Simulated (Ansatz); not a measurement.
# CaSe: a single-point run

Aim: a sound single-point run of CaSe. The structure is shown as the input types it. The cell is built on a prototype (zincblende) and needn't be the phase found in nature.

Program: Ansatz 0.2.0. Level of theory: density functional or hybrid calculation with the settings of its input, plane waves (as first typed). These are calculated values, not measurements.

## (1) The system as given

The structure is cubic, space group F-43m (No. 216). Conventional cell: a = 6.559 Å, b = 6.559 Å, c = 6.559 Å, α = 90.00°, β = 90.00°, γ = 90.00°. Ca (site symmetry -43m) is surrounded by 4 Se at 2.84 Å. Se (site symmetry -43m) has 4 Ca at 2.84 Å as nearest neighbours.

As a file:

```cif
data_structure
_symmetry_space_group_name_H-M 'P 1'
_symmetry_Int_Tables_number 1
_cell_length_a 4.6380
_cell_length_b 4.6380
_cell_length_c 4.6380
_cell_angle_alpha 60.000
_cell_angle_beta 60.000
_cell_angle_gamma 60.000
_cell_volume 70.55
loop_
_atom_site_label
_atom_site_type_symbol
_atom_site_fract_x
_atom_site_fract_y
_atom_site_fract_z
_atom_site_occupancy
Ca1 Ca 0.00000 0.00000 0.00000 1
Se1 Se 0.25000 0.25000 0.25000 1
```

## (2) Running it

Contents of input.yaml:

```yaml
crystal:
  lattice:
    - [0.0, 3.2795613712, 3.2795613712]
    - [3.2795613712, 0.0, 3.2795613712]
    - [3.2795613712, 3.2795613712, 0.0]
  atoms:
    - { symbol: Ca, position: [0.0, 0.0, 0.0] }
    - { symbol: Se, position: [0.25, 0.25, 0.25] }
kpoints:
  mp_grid: { grid: [4, 4, 4] }
hamiltonian:
  xc: r2scan
scf:
  occupations: { method: methfessel_paxton, width: 1.5 }
  n_extra_bands: 4
output:
  forces: true
  stress: true
  eigenvalues: true
```

Launch:

```
$ ansatz run input.yaml --threads 4 --pin off --max-ram 3686MiB --backend cpu --events-out ev --progress --plain --runs-dir out
```

Q: Will this input give a usable result? If not, why, and what should change?

This run ends as converged. That alone doesn't make the input a sound one.

In the input, scf.occupations.method is methfessel_paxton; scf.occupations.width is 1.5. The width is far wider than usual, so occupations near the Fermi level are blurred and the entropy term grows.

Run again and compare: delete scf.occupations.width (the default then holds) and set scf.occupations.method to fixed.
